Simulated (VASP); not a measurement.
## InSe: band structure with TB-mBJ

InSe:

```
In Se
1.0
     4.05614    0.00000    0.00000
    -2.02807    3.51272    0.00000
     0.00000    0.00000   16.74919
In Se
4 4
Direct
  0.00000 0.00000 0.58376
  0.00000 0.00000 0.41624
  0.33333 0.66667 0.91623
  0.33333 0.66667 0.08377
  0.66667 0.33333 0.83921
  0.66667 0.33333 0.16079
  0.33333 0.66667 0.66068
  0.33333 0.66667 0.33932
```

Measurements of this composition are mostly on another form, of space group No. 160.

| Quantity | Value |
| --- | --- |
| Program | VASP 6.6.1 |
| Task | band structure |
| Functional | TB-mBJ |
| Potentials or basis | VASP PAW PBE potentials, release 64 (In_d, Se) |
| Cutoff | 520 eV |
| k mesh | 6 × 6 × 2 |
| Occupations | gaussian, width 0.03 eV |
| Spin | spin-orbit coupling, no magnetisation |
| Further INCAR settings | ALGO = Normal; EDIFF = 1e-06 |

```
Valence electrons inside the program's atomic spheres : In 11.35, 11.34; Se 4.13
```

Run time: 80 min on 2 MPI ranks on Intel(R) Xeon(R) 6975P-C (Granite Rapids), with other jobs on the host, peak memory 1.5 GiB a rank.
